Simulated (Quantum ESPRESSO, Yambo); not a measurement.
# A GW chain in Yambo: RbBr (Fm-3m), part 2 of 2

How does a plane-wave GW calculation on RbBr (Fm-3m) run from the first input to the gap?

Quantum ESPRESSO 7.5 and Yambo 5.3.0; PBE and many-body steps on it, plane waves. Known limits of the many-body steps: not at the basis limit; no spin-orbit coupling.

So far. Step 2 (Ground state): The gap is direct, at Γ. Step 3 (Bands along the symmetry lines): The gap is 4.364 eV, as in the run before at this level.

The database entry behind the starting cell differs from later determinations by our own check (about 0.5 % short), so it need not match the best structure at ambient conditions.

**4. Empty states on the mesh, 4×4×4 mesh, 149 bands**

Level of this step: DFT, PBE, plane waves, norm-conserving pseudopotentials (Quantum ESPRESSO).

The sums over transitions need many empty states on a uniform mesh; this step solves for them.

The input, pw.in:

```
&control
  calculation = 'nscf'
  prefix = 'x'
  outdir = 'o'
  pseudo_dir = 'pseudo'
/
&system
  ibrav = 0
  nat = 2
  ntyp = 2
  ecutwfc = 76.0
  nbnd = 149
  force_symmorphic = .true.
/
&electrons
  conv_thr = 1e-9
  electron_maxstep = 80
  diago_full_acc = .true.
  diago_thr_init = 5e-6
/
ATOMIC_SPECIES
  Rb 85.468 Rb.upf
  Br 79.904 Br.upf
CELL_PARAMETERS angstrom
  0.0000000000 3.4270000000 3.4270000000
  3.4270000000 0.0000000000 3.4270000000
  3.4270000000 3.4270000000 -0.0000000000
ATOMIC_POSITIONS crystal
  Rb 0.0000000000 0.0000000000 0.0000000000
  Br 0.5000000000 0.5000000000 0.5000000000
K_POINTS automatic
  4 4 4 0 0 0
```

On the command line:

```console
$ OMP_NUM_THREADS=1 mpirun -n 4 pw.x -nk 4 -in pw.in > pw.out
```

The program printed:

```text
[banner, memory and clock lines left out]
Program PWSCF v.7.5 starts

     Atomic positions and unit cell read from directory:
     o/x.save/

     Message from routine setup:
     using ibrav=0 with symmetry is DISCOURAGED, use correct ibrav instead

     G-vector sticks info

     bravais-lattice index     =            0
     lattice parameter (alat)  =       9.1586  a.u.
     unit-cell volume          =     543.2114 (a.u.)^3
     number of atoms/cell      =            2
     number of atomic types    =            2
     number of electrons       =        26.00
     number of Kohn-Sham states=          149
     kinetic-energy cutoff     =      76.0000  Ry
     charge density cutoff     =     304.0000  Ry
     Exchange-correlation= PBE
                           (   1   4   3   4   0   0   0)

     celldm(1)=   9.158576  celldm(2)=   0.000000  celldm(3)=   0.000000
     celldm(4)=   0.000000  celldm(5)=   0.000000  celldm(6)=   0.000000

     crystal axes: (cart. coord. in units of alat)
               a(1) = (   0.000000   0.707107   0.707107 )
               a(2) = (   0.707107   0.000000   0.707107 )
               a(3) = (   0.707107   0.707107  -0.000000 )

     reciprocal axes: (cart. coord. in units 2 pi/alat)
               b(1) = ( -0.707107  0.707107  0.707107 )
               b(2) = (  0.707107 -0.707107  0.707107 )
               b(3) = (  0.707107  0.707107 -0.707107 )
     Pseudo is Norm-conserving + core correction, Zval =  9.0
     Generated using ONCVPSP code by D. R. Hamann
     Using radial grid of 2308 points,  6 beta functions with:
     Pseudo is Norm-conserving + core correction, Zval = 17.0
     Generated using ONCVPSP code by D. R. Hamann
     Using radial grid of 1098 points,  6 beta functions with:
     Rb                9.00    85.46800     Rb( 1.00)
     Br               17.00    79.90400     Br( 1.00)

     48 Sym. Ops., with inversion, found

   Cartesian axes

     site n.     atom                  positions (alat units)
         1        Rb     tau(   1) = (   0.0000000   0.0000000   0.0000000  )
         2        Br     tau(   2) = (   0.7071068   0.7071068   0.7071068  )

     number of k points=     8
                       cart. coord. in units 2pi/alat
        k(    1) = (   0.0000000   0.0000000   0.0000000), wk =   0.0312500
        k(    2) = (   0.1767767   0.1767767  -0.1767767), wk =   0.2500000
        k(    3) = (  -0.3535534  -0.3535534   0.3535534), wk =   0.1250000
[...]
k(    7) = (  -0.7071068   0.0000000   0.0000000), wk =   0.0937500
        k(    8) = (  -0.7071068   0.3535534   0.0000000), wk =   0.1875000

     Dense  grid:    48671 G-vectors     FFT dimensions: (  54,  54,  54)

     The potential is recalculated from file :
     o/x.save/charge-density

     Starting wfcs are   14 randomized atomic wfcs +  135 random wfcs

     Band Structure Calculation

     End of band structure calculation

          k = 0.0000 0.0000 0.0000 (  5985 PWs)   bands (ev):

   -55.9826 -55.9826 -55.9807 -55.9807 -55.9807 -22.2901 -10.0526  -6.3615
    -6.3615  -6.3615   2.1322   2.1322   2.1322   6.4965   9.4189   9.4189
     9.4189  10.3081  10.3081  13.1143  17.9700  17.9700  17.9700  18.2752
[...]
[... 7 further rows ...]
[...]
76.5932  76.5932  78.0579  80.6448  80.6448

          k = 0.1768 0.1768-0.1768 (  6072 PWs)   bands (ev):

[...]
[... 7 further rows ...]
[...]
79.2253  79.2253  79.5248  79.5248  80.3941

          k =-0.3536-0.3536 0.3536 (  6116 PWs)   bands (ev):

[...]
46.1279  46.1888  46.2049  49.0310  49.9487  51.7198  51.7198  52.7416
     [... 7 further rows ...]
    76.8483  77.0180  77.0180  77.8113  77.8341  77.8341  78.0239  78.7342
    78.7342  79.2313  79.2313  80.0210  80.7667

          k = 0.3536 0.0000 0.0000 (  6102 PWs)   bands (ev):

     [... further k-points ...]

     highest occupied, lowest unoccupied level (ev):     2.1322    6.4965

     XML data file, pseudopotentials, collected wavefunctions
```

Wall time 19 s (4 MPI ranks of Arm Neoverse V1, shared host); peak memory 0.53 GiB.

This step gave:

| Quantity | Value |
| --- | --- |
| gap | 4.364 eV |
| k of the valence top | 0, 0, 0 |
| k of the conduction bottom | 0, 0, 0 |
| least direct gap | 4.364 eV |
| k points computed | 8 |
| lowest point of the top converged band, above the valence top | 78.2619 eV |

On this mesh the gap is 4.364 eV.

**5. Conversion and set-up**

This step: Yambo 5.3.0; conversion and set-up on PBE, plane waves, norm-conserving pseudopotentials.

The states are converted to the many-body program's format and the q mesh is built.

On the command line:

```console
$ (cd o/x.save; p2y > p2y.log; mv SAVE ../..); yambo > setup.log
```

The program printed:

```text
 Yambo, version 5.3.0

 [02] CORE Variables Setup
 =========================

  [02.01] Unit cells
  ==================

  Cell kind             :  FCC
  Atoms in the cell     :  Rb  Br
  number of Rb atoms    :  1
  number of Br atoms    :  1

  List of atomic masses
  Mass of Rb    :  85.46800
  Mass of Br    :  79.90400

  List of atomic coordinates    : [cc]
  Rb1       :  0.000000  0.000000  0.000000  order 1
  Br1       :  6.476091  6.476091  6.476091  order 2

  Alat factors          :  6.476091  6.476091  6.476091 [a.u.]
  Direct lattice volume :  543.2114 [a.u.]
  Direct lattice vectors:  A[ 1 ]  A[ 2 ]  A[ 3 ]
   A[ 1 ]:  0.000000  1.000000  1.000000  [iru]
   0.000000  6.476091  6.476091  [cc]
   A[ 2 ]:  1.000000  0.000000  1.000000  [iru]
   6.476091  0.000000  6.476091  [cc]
   A[ 3 ]:  1.000000  1.000000 -0.000000  [iru]
   6.476091  6.476091 -0.000000  [cc]

  Recip. lattice volume :  0.456637 [a.u.]
  Recip. lattice vectors:  B[ 1 ]  B[ 2 ]  B[ 3 ]
   B[ 1 ]: -0.500000  0.500000  0.500000  [iku]
  -0.485106  0.485106  0.485106  [cc]
   B[ 2 ]:  0.500000 -0.500000  0.500000  [iku]
   0.485106 -0.485106  0.485106  [cc]
   B[ 3 ]:  0.500000  0.500000 -0.500000  [iku]
   0.485106  0.485106 -0.485106  [cc]

  [02.02] Symmetries
  ==================

  Inversion symmetry    : yes
  Spatial inversion     : yes
  Inversion index       :  25
  K-space Time-reversal : no
  Magnetic symmetries   : no
  Group table correct   : yes
  Symmetries units      :  [cc]

   [S  1]:   1.0000      0.27213E-16  0.27213E-16  0.27213E-16   1.0000     -0.27213E-16 -0.27213E-16 -0.27213E-16   1.0000
   [S  2]:  -1.0000     -0.27213E-16  0.27213E-16 -0.27213E-16  -1.0000     -0.27213E-16  0.27213E-16  0.27213E-16   1.0000
   [S  3]:  -1.0000      0.27213E-16 -0.27213E-16 -0.27213E-16   1.0000      0.27213E-16  0.27213E-16 -0.27213E-16  -1.0000
[...]
[... 36 further rows ...]
   [S 47]:  0.27213E-16   1.0000     -0.27213E-16 -0.27213E-16  0.27213E-16  -1.0000       1.0000     -0.27213E-16  0.27213E-16
   [S 48]:  0.27213E-16  -1.0000      0.27213E-16 -0.27213E-16 -0.27213E-16   1.0000       1.0000      0.27213E-16 -0.27213E-16

  [02.03] Reciprocal space
  ========================

  nG shells         :   433
  nG charge         :   48671
  nG WFs            :   7290
  nC WFs            :   6116
  G-vecs. in first 43 shells:  [ Number ]
     1    9   15   27   51   59   65   89  113
    137   169   181   229   259   283   307   331   339
    387   411   459   531   537   561   609   645   701
[...]
1139  1211  1243  1291  1363  1411  1459
  ...
  Shell energy in first 43 shells:  [ mHa ]
[...]
6000.87      6118.53      6589.19      6942.18      7530.50      7883.49      8001.16      8471.81      8824.80
[...]
K/Q-points units:
  rlu = crystal or reduced units; cc = cartesian coordinates; iku = interal k-units

  K [1]          [rlu]:  0.000000  0.000000  0.000000
         WF components:   5985
  K [2]          [rlu]: -0.81030E-17 -0.81030E-17  0.25000
         WF components:   6072
  K [3]          [rlu]:  0.16206E-16  0.16206E-16 -0.50000
         WF components:   6116
  K [4]          [rlu]:  0.32852E-17  0.25000      0.25000
         WF components:   6102
  K [5]          [rlu]:  0.23457E-16  0.25000     -0.50000
         WF components:   6070
  [... 2 further k-points ...]
  K [8]          [rlu]:  0.250000 -0.500000 -0.250000
         WF components:   6032

  [02.05] Energies & Occupations
  ==============================

  [X] === General ===
  [X] Electronic Temperature                        :  0.000000  0.000000 [eV K]
  [X] Bosonic    Temperature                        :  0.000000  0.000000 [eV K]
  [X] Finite Temperature mode                       : no
  [X] El. density                                   :  0.32300E+24 [cm-3]
  [X] Fermi Level                                   :  2.132238 [eV]

  [X] === Gaps and Widths ===
  [X] Conduction Band Min                           :  4.364251 [eV]
  [X] Valence Band Max                              :  0.000000 [eV]
  [X] Filled Bands                                  :  13
  [X] Empty Bands                                   :   14  149
  [X] Direct Gap                                    :  4.364251 [eV]
  [X] Direct Gap localized at k                     :  1
  [X] Indirect Gap                                  :  4.364251 [eV]
  [X] Indirect Gap between kpts                     :  1  1
  [X] Last valence band width                       :  0.354275 [eV]
  [X] 1st conduction band width                     :  2.722711 [eV]

  E @ K [1]:  [eV]
  -58.11487 -58.11487 -58.11291 -58.11291 -58.11291 -24.42232 -12.18480  -8.49377
   -8.4938      -8.4938     -0.38287E-09 -0.32170E-09   0.0000       4.3643       7.2866       7.2866
    7.28663   8.17591   8.17591  10.98203  15.83781  15.83781  15.83781  16.14291
[...]
occ @ K [1]
[...]
E @ K [2]:  [eV]
[...]
occ @ K [2]
[...]
E @ K [3]:  [eV]
[...]
occ @ K [3]
[...]
E @ K [4]:  [eV]
[...]
occ @ K [4]
[...]
E @ K [5]:  [eV]
[...]
occ @ K [5]
[...]
[... 2 further k-points ...]
  E @ K [8]:  [eV]
[...]
occ @ K [8]
[...]
0.000000  0.000000  0.000000  0.000000  0.000000  0.000000  0.000000  0.000000
   0.000000  0.000000  0.000000  0.000000  0.000000  0.000000  0.000000  0.000000

 [03] Transferred momenta grid and indexing
 ==========================================

 IBZ Q-points                                      :   8
 BZ  Q-points                                      :   64

 K/Q-points units:
 rlu = crystal or reduced units; cc = cartesian coordinates; iku = interal k-units

 Q [1]          [rlu]:  0.000000  0.000000  0.000000
 Q [2]          [rlu]:  0.20505E-16 -0.72508E-17  0.25000
 Q [3]          [rlu]: -0.41010E-16  0.14502E-16 -0.50000
[...]
Q [7]          [rlu]: -0.63786E-16 -0.50000     -0.50000
 Q [8]          [rlu]:  0.250000 -0.500000 -0.250000

  [03.01] X indexes
  =================

   [03.01.01] Sigma indexes
   ========================

 [06] Game Over & Game summary
```

It took 3.2 s on 1 MPI rank; peak memory 0.26 GiB.

**6. Screening and self-energy, 4×4×4 mesh, 149 bands, screening to 156.5 eV**

Now the one-shot GW correction: screening in the RPA, then the self-energy of the levels asked for.

This step: G0W0 on PBE, plane waves, norm-conserving pseudopotentials.

The input, gw1.in:

```
HF_and_locXC
gw0
dyson
ppa
em1d
rim_cut
RandQpts= 1000000
RandGvec= 1 RL
EXXRLvcs= 76 Ry
VXCRLvcs= 304 Ry
Chimod= "HARTREE"
% BndsRnXp
 1 | 149 |
%
NGsBlkXp= 11.5 Ry
% LongDrXp
 1 | 1 | 1 |
%
% GbndRnge
 1 | 149 |
%
DysSolver= "n"
ExtendOut
PPAPntXp= 27.21138 eV
% QPkrange
 1 | 1 | 12 | 15 |
%
```

On the command line:

```console
$ OMP_NUM_THREADS=1 mpirun -n 4 yambo -F gw1.in -J gw1 -C gw1 > gw1.log
```

The program printed:

```text
 Yambo, version 5.3.0

 [02] CORE Variables Setup
 =========================

  [... cell, symmetries and grids as in the set-up ...]

  [02.05] Energies & Occupations
  ==============================

  [X] === General ===
  [X] Electronic Temperature                        :  0.000000  0.000000 [eV K]
  [X] Bosonic    Temperature                        :  0.000000  0.000000 [eV K]
  [X] Finite Temperature mode                       : no
  [X] El. density                                   :  0.32300E+24 [cm-3]
  [X] Fermi Level                                   :  2.132238 [eV]

  [X] === Gaps and Widths ===
  [X] Conduction Band Min                           :  4.364251 [eV]
  [X] Valence Band Max                              :  0.000000 [eV]
  [X] Filled Bands                                  :  13
  [X] Empty Bands                                   :   14  149
  [X] Direct Gap                                    :  4.364251 [eV]
  [X] Direct Gap localized at k                     :  1
  [X] Indirect Gap                                  :  4.364251 [eV]
  [X] Indirect Gap between kpts                     :  1  1
  [X] Last valence band width                       :  0.354275 [eV]
  [X] 1st conduction band width                     :  2.722711 [eV]

 [03] Transferred momenta grid and indexing
 ==========================================

 IBZ Q-points                                      :   8
 BZ  Q-points                                      :   64

 K/Q-points units:
 rlu = crystal or reduced units; cc = cartesian coordinates; iku = interal k-units

 Q [1]          [rlu]:  0.000000  0.000000  0.000000
 Q [2]          [rlu]:  0.20505E-16 -0.72508E-17  0.25000
 Q [3]          [rlu]: -0.41010E-16  0.14502E-16 -0.50000
 Q [4]          [rlu]:  0.31893E-16  0.25000      0.25000
 Q [5]          [rlu]:  0.34809E-16  0.25000      0.50000
 Q [6]          [rlu]:  0.99473E-16  0.25000     -0.25000
 Q [7]          [rlu]: -0.63786E-16 -0.50000     -0.50000
 Q [8]          [rlu]:  0.250000 -0.500000 -0.250000

 [04] Coloumb potential Random Integration (RIM)
 ===============================================

  [04.01] RIM initialization
  ==========================

  * Diagonal components only detected *

  8 x (sBL volume)        :  0.057080 [a.u.]
  sBZ random points       :  1000000
  Points outside the sBZ  :   7968281
  RL volume               :  0.456637 [a.u.]
  Integrated volume       :  0.458454 [a.u.]

  [04.02] RIM integrals
  =====================

  Gamma point sphere radius             :  0.069841 [a.u.]
  Points outside the sphere             :   800476
  [Int_sBZ(q=0) 1/q^2]*(Vol_sBZ)^(-1/3) =:  7.776341
                                 should be <:  7.795600

  Summary of Coulomb integrals for non-metallic bands |Q|[au] RIM/Bare

  Q [1] 0.100000E-4 0.997530 * Q [2] 0.210057 1.069186
  Q [4] 0.242553 1.068537 * Q [6] 0.343022 1.029949
  Q [5] 0.402229 1.023412 * Q [3] 0.420114 1.020404
  Q [7] 0.485106 1.016961 * Q [8] 0.542365 1.013888

 [05] Dipoles
 ============

  [05.01] Setup: observables and procedures
  =========================================

 [06] Dynamic Dielectric Matrix (PPA)
 ====================================

 [WR./gw1//ndb.pp]---------------------------------------------------------------
  Brillouin Zone Q/K grids (IBZ/BZ)                :    8   64    8   64
  RL vectors                                       :   7343 [WF]
  Coulomb cutoff potential                         : none
  Electronic Temperature                           :  0.000000 [K]
  Bosonic    Temperature                           :  0.000000 [K]
  PPA    diel. fun.  energies                      : Perdew, Burke & Ernzerhof(X)+Perdew, Burke & Ernzerhof(C)
  wavefunctions                                    : Perdew, Burke & Ernzerhof(X)+Perdew, Burke & Ernzerhof(C)
  Global Gauge                                     : length
  X matrix size                                    :   387
  X band range                                     :    1  149
  X e/h energy range                               : -1.000000 -1.000000 [eV]
  X Time ordering                                  : R
  X Hxc Kernel                                     : HARTREE
  X Drude frequency                                :  0.000000  0.000000
  X poles                                          :  100.0000 [o/o]
  RL vectors in the sum                            :   7343
  [r,Vnl] included                                 : yes
  Field direction                                  :  0.577350E-5  0.577350E-5  0.577350E-5
  BZ energy Double Grid                            : no
  BZ energy DbGd points                            : 0
  BZ Q point size factor                           : -1.000000
  X Optical Averaged directions                    : none

 [07] Local Exchange-Correlation + Non-Local Fock
 ================================================

 [VXC] Plane waves :   48671
 [EXS] Plane waves :   6081

 QP @ state[ 1 ] K range:  1  1
 QP @ state[ 1 ] b range:  12  15

 [xc] Functional : Perdew, Burke & Ernzerhof(X)+Perdew, Burke & Ernzerhof(C)
 [xc] LIBXC used to calculate xc functional
  PP Number of Atomic Species                      :  2
  NLCC RL compoments                               :   48671
  PP Number of Atomic Species                      :  2
  NLCC RL compoments                               :   48671

 [xc] E_xc :  -16.27496 [Ha]
      E_xc :  -32.54992 [Ry]

  Local XC kind (lXC) : Perdew, Burke & Ernzerhof(X)+Perdew, Burke & Ernzerhof(C)
  Non-Local XC kind (nlXC) : Hartree-Fock

  Corrections @ K [1] :  [eV]
 <12|nlXC|12> = -19.41605  0.35782E-17 <12|lXC|12> = -14.22687 -0.94408E-16
 <13|nlXC|13> = -19.41610  0.62967E-17 <13|lXC|13> = -14.22687  0.37763E-15
 <14|nlXC|14> = -3.641019 -0.10599E-18 <14|lXC|14> = -6.942251 -0.14162E-15
 <15|nlXC|15> = -3.253865 -0.42201E-18 <15|lXC|15> = -7.444604 -0.13764E-22

 [08] Dyson equation: Newton solver
 ==================================

  [08.01] G0W0 (W PPA)
  ====================

  [  GW  ] Bands range     :    1  149
  [GW/PPA] G damping       :  0.100000 [eV]

  QP @ state[ 1 ] K range:  1  1
  QP @ state[ 1 ] b range:  12  15

   Sc/G bands                                       :    1  149
   Sc/G damping                                     :  0.100000 ev
   Sc bands terminator                              : no
   Sx RL components                                 :   6081

   QP @ state[ 1 ] K range                          :  1  1
   QP @ state[ 1 ] b range                          :  12  15
   GF energies kind                                 : Perdew, Burke & Ernzerhof(X)+Perdew, Burke & Ernzerhof(C)
   GF WF`s kind                                     : Perdew, Burke & Ernzerhof(X)+Perdew, Burke & Ernzerhof(C)
   Xs energies kind                                 : Perdew, Burke & Ernzerhof(X)+Perdew, Burke & Ernzerhof(C)
   Xs WF`s kind                                     : Perdew, Burke & Ernzerhof(X)+Perdew, Burke & Ernzerhof(C)

 [11] Game Over & Game summary
```

Elapsed: 3.1 min, on 4 MPI ranks; peak memory 1.9 GiB; 12 min of CPU time.

Numbers from this step:

```
G0W0 gap on the points computed              : 7.531 eV
starting gap on the mesh                     : 4.364 eV
k of the valence top                         : 0, 0, 0
k of the conduction bottom                   : 0, 0, 0
least direct G0W0 gap on the computed points : 7.531 eV
Z at the valence top                         : 0.8263
Z at the conduction bottom                   : 0.8767
```

The gap on the mesh goes from 4.36 eV to 7.53 eV, a correction of +3.17 eV.

Limits: finite bands, cutoff and mesh; no spin-orbit coupling. v1 is the top filled band, c1 the lowest empty one. Levels before and after the correction, in eV, zero at the valence-band top of each column:

```tsv
	conduction bottom	valence top
Kohn-Sham	4.36	0.00
G0W0	7.53	0.00
```

```tsv
	level	energy (eV)
Kohn-Sham	Γ v2-v1	0.000
Kohn-Sham	Γ c1	4.364
Kohn-Sham	Γ c2	7.287
G0W0	Γ v2-v1	0.000
G0W0	Γ c1	7.531
G0W0	Γ c2	11.092
```

**7. Where the time went**

Times are wall times on the hardware named with each run, good to a factor of about two.

```tsv
step	time	share	memory (GiB)
ground state	13 s	5 %	0.33
bands along the symmetry lines	12 s	5 %	0.27
empty states on the mesh	19 s	8 %	0.53
conversion and set-up	3.2 s	1 %	0.26
screening and self-energy	3.1 min	80 %	1.9
```

**8. Results**

```
PBE gap              : 4.36 eV, direct
G0W0 gap on the mesh : 7.53 eV
GW settings          : 4×4×4 mesh, 149 bands, screening to 156.5 eV, Godby-Needs plasmon pole
known limits         : not at the basis limit; no spin-orbit coupling
```

What this shows: G0W0 moves the gap on the mesh from 4.36 eV to 7.53 eV (+3.17 eV), with Z of 0.83 and 0.88 at the edges. Only 1 of the mesh's irreducible points was corrected, so a valley elsewhere could overtake. The dearest step here is «screening and self-energy». Bands and cutoff are finite, so the gap is not at the basis limit. The miss can reach some tenths of an eV and take either sign; the mesh is an error of its own. In the G0W0 run levels were corrected at 1 k point alone, so a gap called «on the mesh» is the least over those, and an edge elsewhere would be missed. The many-body steps are scalar-relativistic: spin-orbit coupling is not in them.

[Paths, hosts, dates, memory and timing lines, banners, echoed tables and standing remarks are left out of the program output.]

[Logs are printed without paths, hosts, clocks, repeated set-up lines and the standing remarks that a program may print on its own settings, such as how far it seeks lower states.]

[Runs of the session that timed out or met a known fault of the program may be left out.]

[Hosts, paths, dates, database ids (printed as entryN), source tags and the programs' standing remarks are cut or masked in the printed files.]
